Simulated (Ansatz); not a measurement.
Runs of Ansatz 0.2.0 on MnS. The structure is cubic, space group F-43m (No. 216). The conventional cell has a = 4.947 Å, b = 4.947 Å, c = 4.947 Å, α = 90.00°, β = 90.00°, γ = 90.00°. Mn (site symmetry -43m) is surrounded by 4 S at 2.14 Å. S (site symmetry -43m) has 4 Mn at 2.14 Å as nearest neighbours. The cell is a database's computed one.

```tsv
task	level	spin	U	cell	k mesh	cutoff (eV)	smearing	points for each segment of the path	hubbard projectors	double counting	mesh quality	gap on the mesh (eV)	pressure (GPa)	moment (μB)	relaxed volume (Å³/atom)
relaxation of cell and atoms	r2SCAN+D4	collinear, ferromagnetic start	-	relaxed	9 × 9 × 9	500	fermi-dirac 0.05 eV	-	-	-	not flagged	(a)	0.0	5.00	22.25
band structure	r2SCAN+U	collinear, ferromagnetic start	Mn d U = 3 eV	as given	9 × 9 × 9	500	fermi-dirac 0.05 eV	14	ortho-atomic (the default)	fll (the default)	not flagged	none	57.8	4.67	-
relaxation of cell and atoms	r2SCAN+rVV10	collinear, ferromagnetic start	-	relaxed	9 × 9 × 9	500	fermi-dirac 0.05 eV	-	-	-	not flagged	0.65	0.0	5.00	22.25
band structure	HSE06	collinear, ferromagnetic start	-	as given	5 × 5 × 5	420	fermi-dirac 0.05 eV	4	-	-	coarse	none	-	4.49	-
single point	PBEsol+D3(BJ)	collinear, random start	-	as given	9 × 9 × 9	420	methfessel-paxton 0.1 eV	-	-	-	not flagged	none	-7.5	0.26	-
```

Alike in all rows: potentials or basis Ansatz PAW.

Estimate the missing entries.

(a) 0.69.

Caveats: some runs use coarse meshes; the PAW data sets come from PBE, with cores solved anew for the run's functional, which leaves a small shift of forces and pressure; the magnetic or orbital state may not be the lowest (some runs); a cell with one magnetic atom can't hold antiferromagnetic order, which such compounds often take (some runs); the volume moved by over 15 % at a fixed basis, so the end points are rough (some runs); odd divisions of the mesh miss points on the zone boundary, where band edges often lie, so the gap on the mesh can be too wide (some runs); the plane-wave basis is chosen anew once the cell has moved, so the energies of steps on either side of that aren't comparable (some runs); a pressure of tens of GPa on the cell as given is suspect, and the run, the potentials or the cell itself is likely at fault (some runs).

A k mesh can miss the band edges.

A gap of «none» marks a metal or a gap under the smearing width.

Not every run made on this cell is shown here.
